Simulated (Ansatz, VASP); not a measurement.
# Si54H10OF8 (HO:Si(111) with 8 of its OH changed to F): VASP beside Ansatz, part 2 of 2

One calculation is typed for both programs; each brings its own data sets. How far apart do they land? The cell is taken from a series of runs on this material, whose earlier steps may have relaxed, scaled, displaced or heated it; both programs get it as it stands.

VASP 6.6.1 and Ansatz 0.2.0.

So far: The structure; VASP: single point, HSE06 with D3(BJ).

### 3. Ansatz: single point, HSE06 with D3(BJ)

Level of this step: Ansatz beside VASP: Kohn-Sham DFT, plane waves, HSE06 with D3(BJ) (Ansatz).

Ansatz runs on its default PAW (the set named soft_2) files.

The same cell, functional, mesh and smearing now go to Ansatz, which takes its cutoff from its data sets.

input.yaml

```yaml
crystal:
  lattice:
    - [11.60362, 0.0, 0.0]
    - [-5.80181, 10.04903, 0.0]
    - [0.0, 0.0, 26.70113]
  atoms:
    - { symbol: Si, position: [0.0, 0.0, 0.09288] }
    - { symbol: Si, position: [0.22222, 0.11111, 0.12245] }
    - { symbol: Si, position: [0.22221, 0.11073, 0.2097] }
    - { symbol: Si, position: [0.11118, 0.22202, 0.23758] }
    - { symbol: Si, position: [0.1103, 0.22087, 0.32523] }
    - { symbol: Si, position: [0.99995, 0.99972, 0.35478] }
    - { symbol: Si, position: [1.0, 0.33333, 0.09288] }
    - { symbol: Si, position: [0.22222, 0.44444, 0.12245] }
    - { symbol: Si, position: [0.22227, 0.44434, 0.20969] }
    - { symbol: Si, position: [0.11111, 0.55529, 0.23803] }
    - { symbol: Si, position: [0.11089, 0.55552, 0.32599] }
    - { symbol: Si, position: [0.99981, 0.33239, 0.35267] }
    - { symbol: Si, position: [1.0, 0.66667, 0.09288] }
    - { symbol: Si, position: [0.22222, 0.77778, 0.12245] }
    - { symbol: Si, position: [0.22232, 0.77766, 0.20986] }
    - { symbol: Si, position: [0.11119, 0.88871, 0.23823] }
    - { symbol: Si, position: [0.11065, 0.88921, 0.32615] }
    - { symbol: Si, position: [0.99981, 0.66674, 0.35356] }
    - { symbol: Si, position: [0.33333, 0.0, 0.09288] }
    - { symbol: Si, position: [0.55556, 0.11111, 0.12245] }
    - { symbol: Si, position: [0.55535, 0.11099, 0.20971] }
    - { symbol: Si, position: [0.44434, 0.22216, 0.23795] }
    - { symbol: Si, position: [0.44396, 0.22213, 0.32585] }
    - { symbol: Si, position: [0.33309, 0.0, 0.35354] }
    - { symbol: Si, position: [0.33333, 0.33333, 0.09288] }
    - { symbol: Si, position: [0.55556, 0.44444, 0.12245] }
    - { symbol: Si, position: [0.55556, 0.44442, 0.20974] }
    - { symbol: Si, position: [0.44448, 0.55562, 0.23782] }
    - { symbol: Si, position: [0.44444, 0.55545, 0.32565] }
    - { symbol: Si, position: [0.33228, 0.33309, 0.35305] }
    - { symbol: Si, position: [0.33333, 0.66667, 0.09288] }
    - { symbol: Si, position: [0.55556, 0.77778, 0.12245] }
    - { symbol: Si, position: [0.55568, 0.77778, 0.20966] }
    - { symbol: Si, position: [0.44468, 0.88884, 0.23803] }
    - { symbol: Si, position: [0.44435, 0.88898, 0.32599] }
    - { symbol: Si, position: [0.33338, 0.66648, 0.35331] }
    - { symbol: Si, position: [0.66667, 0.0, 0.09288] }
    - { symbol: Si, position: [0.88889, 0.11111, 0.12245] }
    - { symbol: Si, position: [0.88895, 0.111, 0.20958] }
    - { symbol: Si, position: [0.77775, 0.22219, 0.23753] }
    - { symbol: Si, position: [0.77742, 0.22239, 0.32527] }
    - { symbol: Si, position: [0.66746, 0.99999, 0.35265] }
    - { symbol: Si, position: [0.66667, 0.33333, 0.09288] }
    - { symbol: Si, position: [0.88889, 0.44444, 0.12245] }
    - { symbol: Si, position: [0.88895, 0.4446, 0.20972] }
    - { symbol: Si, position: [0.77779, 0.55561, 0.23796] }
    - { symbol: Si, position: [0.77769, 0.55589, 0.32585] }
    - { symbol: Si, position: [0.66642, 0.33343, 0.35314] }
    - { symbol: Si, position: [0.66667, 0.66667, 0.09288] }
    - { symbol: Si, position: [0.88889, 0.77778, 0.12245] }
    - { symbol: Si, position: [0.88919, 0.77775, 0.20969] }
    - { symbol: Si, position: [0.77793, 0.8888, 0.23755] }
    - { symbol: Si, position: [0.7789, 0.88952, 0.32515] }
    - { symbol: Si, position: [0.66681, 0.66762, 0.35306] }
    - { symbol: H, position: [0.0, 0.0, 0.03745] }
    - { symbol: O, position: [0.00692, 0.99228, 0.41686] }
    - { symbol: H, position: [0.96621, 0.03192, 0.43701] }
    - { symbol: H, position: [1.0, 0.33333, 0.03745] }
    - { symbol: F, position: [0.99833, 0.32709, 0.41375] }
    - { symbol: H, position: [1.0, 0.66667, 0.03745] }
    - { symbol: F, position: [0.99948, 0.66485, 0.41442] }
    - { symbol: H, position: [0.33333, 0.0, 0.03745] }
    - { symbol: F, position: [0.335, 0.0004, 0.4144] }
    - { symbol: H, position: [0.33333, 0.33333, 0.03745] }
    - { symbol: F, position: [0.33133, 0.33326, 0.41398] }
    - { symbol: H, position: [0.33333, 0.66667, 0.03745] }
    - { symbol: F, position: [0.33367, 0.66623, 0.41422] }
    - { symbol: H, position: [0.66667, 0.0, 0.03745] }
    - { symbol: F, position: [0.67289, 0.00142, 0.41372] }
    - { symbol: H, position: [0.66667, 0.33333, 0.03745] }
    - { symbol: F, position: [0.66715, 0.3327, 0.41405] }
    - { symbol: H, position: [0.66667, 0.66667, 0.03745] }
    - { symbol: F, position: [0.66691, 0.66891, 0.41399] }
kpoints:
  mp_grid: { grid: [1, 1, 1] }
hamiltonian:
  xc: hse06
  dispersion: d3bj
scf:
  occupations: { method: fermi_dirac, width: 0.025 }
output:
  forces: true
```

Started as:

```bash
> ansatz run input.yaml --threads 6 --pin off --max-ram 102400MiB --backend cuda --events-out ev --progress --plain --runs-dir out
```

Numbers of over 12 decimals in the logs are rounded to 6 here.

Output:

```text
exact exchange: scf.exx.singularity resolves to wigner_seitz, which cuts the screened interaction at the faces of the exchange supercell's Wigner-Seitz cell, so that each pair interacts once, at the shortest of its separations (the periodic images that this leaves out come, for a point-like exchange hole, to about 0.001 eV on a filled level). The cut falls within the interaction's reach, and what an exchange supercel [...]
Engine: ansatz 0.2.0, x86_64-unknown-linux-gnu
Pseudopotentials: kind: paw
Pseudopotential: Si, paw, valence charge 4, recommended cutoff 420 eV (normal), Si.paw.azcp
Pseudopotential: H, paw, valence charge 1, recommended cutoff 420 eV (normal), H.paw.azcp
Pseudopotential: O, paw, valence charge 6, recommended cutoff 420 eV (normal), O.paw.azcp
Pseudopotential: F, paw, valence charge 7, recommended cutoff 420 eV (normal), F.paw.azcp
Functional definition: HSE06
  parameter a = 0.25
  parameter omega = 0.11/bohr
  exchange = pbe_x - a*pbe_x_sr(omega) + a*exact_x_sr(omega)
  correlation = pbe_c
device memory: the entry about to start is reckoned to put 4.3 GiB on a device that reports 78.5 GiB free
GPU FFT provider: cuFFT
GPU libraries: cuBLAS 13.8.2, cuFFT 12.4.0, cuSOLVER 12.3.4
Crystal: 73 atoms, lattice volume = 3113.489 Å³
Basis set: ecut = 420 eV, 60827 PW (Γ), exchange–correlation on 160×160×360 points (8 copies of the dense FFT grid, shifted against one another)
Bands: 217, of which v1, the nominal top of the filled ones, is band 144 counted from 1 (143 counted from 0)
Symmetry: 1 space group operations
Space group: P1 (ITA 1), of the structure as read, at distance tolerance 1.5e-4 Å
k-points: 1
Non-local potential: Si, projectors of the file, l = 0: 2, l = 1: 2, l = 2: 2
Non-local potential: H, projectors of the file, l = 0: 2, l = 1: 1
Non-local potential: O, projectors of the file, l = 0: 2, l = 1: 2, l = 2: 1
Non-local potential: F, projectors of the file, l = 0: 2, l = 1: 2, l = 2: 1
PAW form: soft (Blöchl's): semilocal exchange-correlation on the pseudo side does not see the compensation charge
PAW frozen core: Si, regenerated for the run's functional, and the local potential with it (the file was generated under x = pbe(κ = 0.804, μ = 0.219515), c = pbe(β = 0.066725))
PAW frozen core: O, regenerated for the run's functional, and the local potential with it (the file was generated under x = pbe(κ = 0.804, μ = 0.219515), c = pbe(β = 0.066725))
PAW frozen core: F, regenerated for the run's functional, and the local potential with it (the file was generated under x = pbe(κ = 0.804, μ = 0.219515), c = pbe(β = 0.066725))
PAW one-centre angular grid: Si, 110 points (default); XC on 64 Gauss nodes
PAW one-centre angular grid: H, 110 points (default); XC on 64 Gauss nodes
PAW one-centre angular grid: O, 110 points (default); XC on 96 Gauss nodes
PAW one-centre angular grid: F, 110 points (default); XC on 64 Gauss nodes
Initial density: superposition of atomic densities (neutral atoms: chi_scale 0, normalization atom), corrected by the library's trained network
Initial wavefunctions: pseudopotential atomic-orbital guess
GPU buffer pool allocated for 1152000 grid points (all kernels)
GPU transforms: local potential and band sums: pruned to the plane-wave sphere, on 80×80×180
Functional: x = pbe(κ = 0.804, μ = 0.219515), c = pbe(β = 0.066725), warm-up for x = pbe(κ = 0.804, μ = 0.219515) + 0.25 (exact − pbe) at short range (hse, ω = 0.207870 Å⁻¹), c = pbe(β = 0.066725); HSE06 as pw.x's `hse` composes it (authors' and Libxc's form: `xc: wpbeh`)
SCF iter   1: F=—  HF=-41540.031768 eV  |F-HF|=—  |Δ(HF+E_count)|=         —  Δρ=3.01e-3  dr2=8.64e-1  ethr=1.77e-3  ⟨swp⟩=16.0  Hψ=1323  notcnv=0
preconditioner: auto → none  [insulator: Δε(μ)=1.143 eV  Ē_g=8.373 eV  σ=0.025 eV  W_gap=1.00  n_scr=332 (ndim 8)  ℏωp=10.9 eV  f_vac=0.554  D(μ)=0.00/eV (n_scr^D=0)]
[...]
greatest PAW one-centre occupation: 0.936 electrons in one spin orbital (limit 2), on the F atom at site 60 (counted from 0), in its partial waves of l = 0
hybrid outer 1: dexx = +1.240e-1 eV, tail = 8.17e-5 eV
GPU FFT provider: cuFFT
GPU libraries: cuBLAS 13.8.2, cuFFT 12.4.0, cuSOLVER 12.3.4
GPU buffer pool allocated for 1152000 grid points (all kernels)
GPU transforms: local potential and band sums: pruned to the plane-wave sphere, on 80×80×180
Exchange kernel: α = 0.2500, screened, ω = 0.2079 Å⁻¹, Wigner–Seitz truncation, v(0) = 979.2368 eV·Å³, q-mesh 1×1×1, nearest image of the exchange supercell L = 11.60 Å, pair-density grid 60×60×128, without the augmentation charges, whose exchange is taken in its separable form (sized by the pseudopotential files, 72×72×180 at the most)
Frozen-core exchange: fock
SCF iter   1: F=—  HF=-41565.260608 eV  |F-HF|=—  |Δ(HF+E_count)|=         —  Δρ=1.92e-5  dr2=1.11e-5  ethr=1.42e-7  ⟨swp⟩=9.0  Hψ=633  notcnv=0
preconditioner: auto → none  [insulator: Δε(μ)=1.827 eV  Ē_g=9.772 eV  σ=0.025 eV  W_gap=1.00  n_scr=332 (ndim 8)  ℏωp=10.9 eV  f_vac=0.556  D(μ)=0.00/eV (n_scr^D=0)]
iter 2 solved again at ethr=2.50e-10 eV; its pass at ethr=3.62e-9 eV (dr2=7.20e-7 eV) is discarded
SCF iter   2: F=—  HF=-41565.260607 eV  |F-HF|=—  |Δ(HF+E_count)|=   1.06e-6  Δρ=5.39e-6  dr2=9.68e-7  ethr=2.50e-10  ⟨swp⟩=11.0  Hψ=864  notcnv=0  defer=1
SCF iter   3: F=—  HF=-41565.260609 eV  |F-HF|=—  |Δ(HF+E_count)|=   1.59e-6  Δρ=3.53e-6  dr2=3.79e-7  ethr=2.50e-10  ⟨swp⟩=8.0  Hψ=527  notcnv=0  defer=1
SCF iter   4: F=—  HF=-41565.260609 eV  |F-HF|=—  |Δ(HF+E_count)|=   5.04e-8  Δρ=1.52e-6  dr2=3.99e-8  ethr=1.25e-10  ⟨swp⟩=6.0  Hψ=444  notcnv=0  defer=1
SCF iter   5: F=-41565.260609 eV  HF=-41565.260609 eV  |F-HF|=2.85e-9  |Δ(HF+E_count)|=   1.85e-9  Δρ=4.59e-7  dr2=9.02e-9  ethr=1.22e-11  ⟨swp⟩=6.0  Hψ=557  notcnv=0  defer=1
SCF 3 converged in 5 iterations: F = -41565.260609 eV  dr2 = 9.02e-9
  Residual-converged pass: ⟨swp⟩=3.0  Hψ=415  notcnv=0  max |occ|·‖R‖ = 2.2e-6 eV (tolerance 2.7e-6 eV)  dr2=9.22e-9  dr2_onsite=1.85e-10  max |Δocc| = 1.9e-25
hybrid outer 2: dexx = +1.670e-6 eV, tail = 2.85e-8 eV, Δε = 8.31e-4 eV (about 1.82e-5 eV left of the loop's levels), ΔF = 9.72e-3 eV/Å (tail 9.54e-4)
hybrid SCF converged: 2 outer / 14 inner (+7 warm-up), last move |dexx| = 1.67e-6 eV, tail = 2.85e-8 eV
Stability not checked: this state was not tested for a lower state beside it, because the functional holds exact exchange (a hybrid, or Hartree-Fock), whose exchange loop this test does not read (fock_operator; see scf.lower_state_search)
Free energy (F): -41565.260609 eV
Frozen-core exchange: fock
Harris-Foulkes:  -41565.260609 eV  (|F-HF|=2.85e-9)
Internal energy: -41565.260609 eV  (E = F + TS)
E sigma→0 (E₀):  -41565.260609 eV
Fermi energy:    -0.716458 eV
--- Per-component energies (eV) ---
  E_band       = -2459.093459
  E_kinetic    = 4190.462022
  E_local      = -104436.739700  (includes V_loc(G=0)·N_el)
  E_nonlocal   = 1996.276261
  E_hartree    = 50201.931284
  E_xc         = -3068.101337
  E_vxc        = -2873.697220  (∫ρ·V_xc dr)
  E_exx        = -554.702281  (= α·E_x^exact, valence–valence)
  E_paw        = -29640.111720  (= ΣΔE_a)
  E_vpaw       = -629.865064  (= ΣTr[D̂ρ^β])
  E_aug_tail   = 0.007001  (compensation charges beyond the density's cutoff)
  E_ewald      = 39765.580899
  E_disp       = -16.402505  (pairwise vdW)
  E_core_change = -3.460525  (= ΣΔE_core)
  E_smearing   = -0.000000  (= −TS)
  E_closure    = -0.000008  (closes the sum)
  Σ components = -41565.260609   (vs F -41565.260609, Δ=0.00e0)
--- Forces (eV/Å), atoms counted from 1 ---
  atom   1  Si    -0.00102332     0.00100777     0.74391714
  atom   2  Si     0.01095558    -0.01217136    -0.45401781
  atom   3  Si    -0.00332250     0.00048655     0.01238937
  atom   4  Si    -0.00158679    -0.00556786     0.00681142
  atom   5  Si    -0.00275423     0.00901412     0.01441490
  atom   6  Si     0.06846043    -0.03901931     0.43728455
  atom   7  Si     0.00132053    -0.00326717     0.74417106
  atom   8  Si    -0.00383228     0.01116858    -0.45850953
  atom   9  Si    -0.00440095     0.00016372     0.01026605
  atom  10  Si     0.00045250     0.00378788     0.00220469
  atom  11  Si     0.00106022    -0.00456857     0.01338754
  atom  12  Si    -0.00021708    -0.01499043     0.53478534
  atom  13  Si    -0.00473771    -0.00073056     0.73935160
  atom  14  Si     0.00484072    -0.00296125    -0.41918603
  atom  15  Si    -0.00372673     0.00017486     0.00590160
  atom  16  Si     0.00955246    -0.00337606     0.00248441
  atom  17  Si    -0.00938282     0.00067004     0.00134872
  atom  18  Si     0.00625554     0.00175259     0.54212005
  atom  19  Si    -0.00175581     0.00472266     0.73893905
  atom  20  Si    -0.01023040    -0.00867652    -0.45573029
  atom  21  Si     0.00399998     0.00208112     0.01090681
  atom  22  Si    -0.00027855     0.00219485     0.00371762
  atom  23  Si     0.00073680     0.00535255     0.01072305
  atom  24  Si     0.00120299    -0.00024307     0.54479222
[...]
atom  66  H     -0.00013427     0.00002327    -0.19995166
  atom  67  F     -0.00163734     0.00095220    -0.66049516
  atom  68  H     -0.00235401    -0.00038329    -0.19836557
  atom  69  F     -0.01661356    -0.00482011    -0.64528194
  atom  70  H      0.00097935    -0.00078435    -0.19783510
  atom  71  F     -0.00528002     0.00365334    -0.66167102
  atom  72  H      0.00044906     0.00026186    -0.19779456
  atom  73  F      0.00129063    -0.00597127    -0.65891994
  max |Σ_I F_I| component: 1.11e-3 eV/Å
--- Band table (eV) ---
  k-point 0: bands = [... 140 lower, -2.0745, -2.0656, -1.6266, -1.6183, 0.2087, 0.2104, 0.2111]
  guard bands above this table: 70 of the run's 217 bands. The solve was not asked for them (output.publish_guard_bands: true or output.eigenvalues: true publishes all)
```

Reading the cycles: dr2 is the Hartree energy of the density residual (eV), the measure of convergence; HF is the Harris–Foulkes estimate of the energy, which meets the free energy F at convergence.

### 4. Differences

Known differences besides the potentials themselves: exact exchange at q = 0 is treated differently, which shows on coarse meshes; VASP keeps PBE cores, Ansatz makes them for the functional; the cutoff is 420 eV in Ansatz and 520 eV in VASP (PREC = Accurate, projectors in real space); VASP takes a coarser grid for exact exchange (PRECFOCK = Fast). Total energies have different zeros and are not compared.

The two programs side by side:

```
              quantity  Ansatz   VASP  difference
gap on the k mesh (eV)   1.827  1.847      -0.020
```

Forces on 10 of the 73 atoms, those with the largest forces and the largest differences (eV/Å; atoms numbered as in POSCAR):

```
atom         Ansatz x, y, z           VASP x, y, z
 Si1   -0.001, 0.001, 0.744   -0.001, 0.001, 0.735
 Si7   0.001, -0.003, 0.744   0.001, -0.003, 0.735
Si13  -0.005, -0.001, 0.739  -0.005, -0.001, 0.730
Si18    0.006, 0.002, 0.542    0.006, 0.005, 0.315
Si25    0.000, 0.000, 0.750    0.000, 0.000, 0.740
Si30   0.005, -0.004, 0.541   0.006, -0.004, 0.314
Si37    0.003, 0.001, 0.743    0.004, 0.001, 0.734
Si43   -0.001, 0.001, 0.749   -0.001, 0.001, 0.739
Si48   0.006, -0.005, 0.545   0.003, -0.004, 0.317
Si49    0.000, 0.000, 0.750    0.000, 0.000, 0.740
```

The forces differ by 60 meV/Å r.m.s., which is 28.3 % of the r.m.s. force of 0.214 eV/Å (both taken over all components). A gap on the mesh is an upper bound, since the band edges may lie between its points. With vacuum in the cell, a pressure given here is an average over mostly empty space and none of the material.

### 5. Summary of results

| Item | Value |
| --- | --- |
| r.m.s. force difference (single point, HSE06 with D3(BJ)) | 28 % of the r.m.s. force |

The r.m.s. force difference is 28 % of the r.m.s. force (single point, HSE06 with D3(BJ)), beyond the 3 % picked in this series as the mark of a large difference. What causes the difference of the single point, HSE06 with D3(BJ) pair stays open here. How closely two codes agree says nothing of how well the functional describes the real material.

[Lines on the potential files, build, host, timing and source positions are cut from VASP's logs without a mark.]

[Logs are printed without paths, hosts, clocks, repeated set-up lines and the standing remarks that a program may print on its own settings, such as how far it seeks lower states.]

[Hosts, paths, dates, database ids (printed as entryN), source tags and the programs' standing remarks are cut or masked in the printed files.]
